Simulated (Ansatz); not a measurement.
# Eu: the cost of one run

Method: DFT PBE, with the methods named in each step, in Ansatz 0.2.0.

## 1. The structure to begin with

It takes space group Cmcm (No. 63, orthorhombic). Conventional cell: a = 3.994 Å, b = 6.959 Å, c = 6.341 Å, α = 90.00°, β = 90.00°, γ = 90.00°. Around Eu (site symmetry m2m) lie 12 Eu at 3.90 to 4.01 Å.

Structure file:

```
CELL_PARAMETERS angstrom
1.99707 -3.47971 0.00000
1.99707 3.47971 0.00000
0.00000 0.00000 6.34073
ATOMIC_POSITIONS crystal
Eu 0.83687 0.16313 0.75000
Eu 0.16313 0.83687 0.25000
```

Where an Elk run is restarted with further inputs, its INFO.OUT and LSJ.OUT are those of the last start.

Elk's input and logs are in atomic units (hartree, bohr).

Atoms are numbered in the order of the input: Eu1, Eu2.

## 2. Collinear moments, PAW

File input.yaml:

```yaml
crystal:
  lattice:
    - [1.99706651, -3.47970938, 0.0]
    - [1.99706651, 3.47970938, 0.0]
    - [0.0, 0.0, 6.34072505]
  atoms:
    - { symbol: Eu, position: [0.83686714, 0.16313286, 0.75], spin: 7.0 }
    - { symbol: Eu, position: [0.16313286, 0.83686714, 0.25], spin: 7.0 }
magnetization:
  spin_polarized: true
kpoints:
  mp_grid: { grid: [8, 8, 5] }
scf:
  occupations: { method: fermi_dirac, width: 0.08 }
hamiltonian:
  xc: pbe
  pseudopotentials: { kind: paw }
output:
  forces: true
  stress: true
  eigenvalues: true
```

Command:

```console
$ ansatz run input.yaml --threads 2 --pin off --max-ram 3072MiB --backend cpu --events-out ev --progress --plain --runs-dir out
```

What time and memory should one allow on 2 threads of Arm Neoverse V2, shared host?

About 14 s, with a peak of 0.55 GiB.
